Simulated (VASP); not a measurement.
Input of a VASP 6.6.1 run:

File INCAR:

```
SYSTEM = Yb
  PREC = Accurate
  ENCUT = 520
  EDIFF = 1E-6
  ISMEAR = 0
  SIGMA = 0.05
  LREAL = .FALSE.
  LASPH = .TRUE.
  NELM = 60
  ALGO = Normal
  ISIF = 2
  LWAVE = .FALSE.
  LCHARG = .FALSE.
  GGA = PS
  NBANDS = 18
```

KPOINTS

```
Automatic mesh
0
G
  14 14 14
  0 0 0
```

POSCAR

```
Yb
1.0
    0.0000000000      2.7450000000      2.7450000000
    2.7450000000      0.0000000000      2.7450000000
    2.7450000000      2.7450000000      0.0000000000
Yb
1
Direct
    0.0000000000      0.0000000000      0.0000000000
```

Potentials or basis: VASP PAW PBE potentials, release 64 (Yb).

Run with:

```bash
$ cat potpaw_PBE.64/Yb/POTCAR > POTCAR
$ mpirun -np 1 vasp_std > vasp.out
```

**Question.** Estimate the pressure.

**Answer.** -4.2 GPa.

**Question.** Estimate the band gap on the k mesh.

**Answer.** None (metal or under the smearing width).

Caveat: the PAW data sets were made with another functional, which shifts forces and pressure a little. Spin-orbit coupling is left out, which matters for the levels of Yb.
